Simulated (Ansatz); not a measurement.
# NaH: the cost of one run

Program: Ansatz 0.2.0. Linear response, PAW datasets, plane waves. Spin-unpolarised throughout. Whether this structure exists isn't addressed.

## 1. Starting point

The cell was relaxed beforehand with PBEsol.

It is cubic, F-43m (No. 216); conventional cell a = 5.177 Å, 17.34 Å³ an atom. Na has 4 H at 2.24 Å; H has 4 Na at 2.24 Å.

Structure file:

```xyz
2
Lattice="0.0000 2.5884 2.5884 2.5884 0.0000 2.5884 2.5884 2.5884 0.0000" Properties=species:S:1:pos:R:3 pbc="T T T"
Na    0.0000    0.0000    0.0000
H     1.2942    1.2942    1.2942
```

## 2. Phonons at Γ with PBEsol

input.yaml reads:

```yaml
crystal:
  lattice:
    - [0.0, 2.5883869159, 2.5883869159]
    - [2.5883869159, 0.0, 2.5883869159]
    - [2.5883869159, 2.5883869159, 0.0]
  atoms:
    - { symbol: Na, position: [0.0, 0.0, 0.0] }
    - { symbol: H, position: [0.25, 0.25, 0.25] }
kpoints:
  mp_grid: { grid: [8, 8, 8] }
hamiltonian:
  xc: pbesol
scf:
  occupations: { method: fixed }
phonons:
  method: dfpt
  dielectric: true
  qpoints: [[0, 0, 0]]
  rigid_motions: translations
```

On the command line:

```bash
$ ansatz run input.yaml --threads 2 --pin off --max-ram 2211MiB --backend cpu --events-out ev --progress --plain --runs-dir out
```

What time and memory should one allow on 2 threads of Arm Neoverse V1, shared host?

About 6.4 s, with a peak of 0.37 GiB.
